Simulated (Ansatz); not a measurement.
BN:

```
N B
1.0
     0.00000    1.81300    1.81300
     1.81300    0.00000    1.81300
     1.81300    1.81300    0.00000
N B
1 1
Direct
  0.25000 0.25000 0.25000
  0.00000 0.00000 0.00000
```

The cell is a database's computed one.

| Quantity | Value |
| --- | --- |
| Program | Ansatz 0.2.0 |
| Task | relaxation of cell and atoms |
| Functional | PBE0 |
| Potentials or basis | Ansatz PAW |
| Cutoff | 420 eV (not typed: the program's choice for these potentials) |
| k mesh | 7 × 7 × 7 |
| Occupations | fermi-dirac, width 0.05 eV |
| Spin | no spin polarisation |

At the start: volume 5.96 Å³/atom.

Problem. How do energy, volume and symmetry change on relaxing?

Solution. It ends after 7 steps and the volume is 5.82 Å³/atom (-2.4 %); space group F-43m (No. 216, to 0.05 Å).

Step by step:
| step | energy change (eV) | largest force (eV/Å) | volume (Å³) |
| --- | --- | --- | --- |
| 1 | 0.0000 | 0.0000 | 11.92 |
| 2 | -0.0081 | 0.0000 | 11.75 |
| 3 | -0.0100 | 0.0000 | 11.63 |
| 4 | -0.0100 | 0.0000 | 11.64 |
| 5 | -0.0088 | 0.0000 | 11.64 |
| 6 | -0.0089 | 0.0000 | 11.63 |
| 7 | -0.0089 | 0.0000 | 11.63 |

Final structure:
```
CELL_PARAMETERS angstrom
0.00000 1.79829 1.79829
1.79829 0.00000 1.79829
1.79829 1.79829 0.00000
ATOMIC_POSITIONS crystal
N 0.25000 0.25000 0.25000
B 0.00000 0.00000 0.00000
```

Caveat: the k mesh is coarse (spacing up to 0.43 Å⁻¹), so the values aren't converged, least of all with exact exchange; the plane-wave basis is chosen anew once the cell has moved, so the energies of steps on either side of that aren't comparable; the pressure holds a Pulay correction of +0.9 GPa for the finite cutoff; the PAW data sets come from PBE, with cores solved anew for the run's functional, which leaves a small shift of forces and pressure.
